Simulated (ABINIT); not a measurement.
Crystal: Ta.

```
Ta
1.0
     2.90037    0.00000    0.00000
    -1.45019    2.51180    0.00000
     0.00000    0.00000    5.16627
Ta
2
Direct
  0.33333 0.66667 0.25000
  0.66667 0.33333 0.75000
```

This isn't the form of Ta at room conditions, which is bcc.

```yaml
Program: ABINIT 10.8.3 (patched build)
Task: relaxation of cell and atoms
Functional: LDA
Potentials_or_basis: JTH PAW LDA v2.0
Cutoff: 517 eV
k_mesh: 11 × 11 × 5
Occupations: fermi-dirac, width 0.05 eV
Spin: no spin polarisation
```

At the start: pressure -12.1 GPa; volume 18.82 Å³/atom.

Problem. How do energy, volume and symmetry change on relaxing?

Solution. Over 5 steps the energy falls by 46.4 meV/atom and the volume is 17.67 Å³/atom (-6.1 %); space group P6_3/mmc (No. 194, to 0.05 Å).

Step by step:
| step | energy change (eV) | largest force (eV/Å) | pressure (GPa) | volume (Å³) |
| --- | --- | --- | --- | --- |
| 1 | 0.0000 | 0.0000 | -12.07 | 37.64 |
| 2 | -0.0768 | 0.0000 | -5.33 | 36.26 |
| 3 | -0.0927 | 0.0000 | 0.44 | 35.27 |
| 4 | -0.0928 | 0.0000 | -0.01 | 35.34 |
| 5 | -0.0928 | 0.0000 | 0.00 | 35.34 |

Final structure:
```yaml
crystal:
  lattice:
    - [2.83432, 0.00000, 0.00000]
    - [-1.41716, 2.45460, 0.00000]
    - [0.00000, 0.00000, 5.07986]
  atoms:
    - { symbol: Ta, position: [0.33333, 0.66667, 0.25000] }
    - { symbol: Ta, position: [0.66667, 0.33333, 0.75000] }
```
